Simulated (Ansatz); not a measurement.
**Pd under changes of volume**

One of the cells (14.750 Å³/atom); the others are scaled copies at fixed shape and fractional positions:

```
CELL_PARAMETERS angstrom
0.00000 1.94650 1.94650
1.94650 0.00000 1.94650
1.94650 1.94650 0.00000
ATOMIC_POSITIONS crystal
Pd 0.00000 0.00000 0.00000
```

```yaml
Program: Ansatz 0.2.0
Functional: PBE
Potentials_or_basis: Ansatz PAW
Cutoff: "420 eV (not typed: the program's choice for these potentials)"
k_mesh: 12 × 12 × 12
Occupations: fermi-dirac, width 0.05 eV
Spin: no spin polarisation
```

```tsv
volume (Å³/atom)	energy over the lowest point (meV/atom)	pressure (GPa)
13.865	87.36	21.8
14.160	52.70	16.2
14.455	?	?
14.750	11.26	6.9
15.045	2.30	3.1
15.340	0.00	-0.3
15.635	3.62	-3.3
```

Problem. What does the run at 14.455 Å³/atom give?

Solution. Energy over the lowest point 27.73 meV/atom; pressure 11.3 GPa.

Worked out: A Birch-Murnaghan fit of order 3 (a polynomial in V^(-2/3)) to the other rows has its minimum at 15.30 Å³/atom with B0 = V·E''(V) = 168 GPa and B' = 5.4. It gives 27.72 meV/atom at 14.455 Å³/atom, against the run's 27.73, and -dE/dV = 11.2 GPa, against 11.3.

Energies are extrapolated to zero smearing.
